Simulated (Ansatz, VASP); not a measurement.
**Pb in VASP and in Ansatz**

```
CELL_PARAMETERS angstrom
-1.79295 1.79295 1.79295
1.79295 -1.79295 1.79295
1.79295 1.79295 -1.79295
ATOMIC_POSITIONS crystal
Pb 0.00000 0.00000 0.00000
```

Change from the starting cell: volume scaled by 0.8, PAW files.

Alike in both runs: task single point; functional LDA; k mesh 14 × 14 × 14; occupations fermi-dirac, width 0.05 eV; no spin polarisation.

|  | VASP | Ansatz |
| --- | --- | --- |
| version | VASP 6.6.1 | Ansatz 0.2.0 |
| potentials or method | VASP PAW LDA potentials, release 64 (Pb_d) | PAW with Ansatz's default frozen-core files, scalar-relativistic |
| plane-wave cutoff (eV) | 520 | 420 |
| valence electrons in the cell | 14 | 14 |

|  | VASP | Ansatz | Ansatz less VASP |
| --- | --- | --- | --- |
| pressure (GPa) | 20.5 | 20.2 | -0.26 |

Caveats: so large a pressure means that the cell lies far from this level's equilibrium, or that cutoff or potentials fall short (VASP). Spin-orbit coupling is left out, which matters for the levels of Pb.
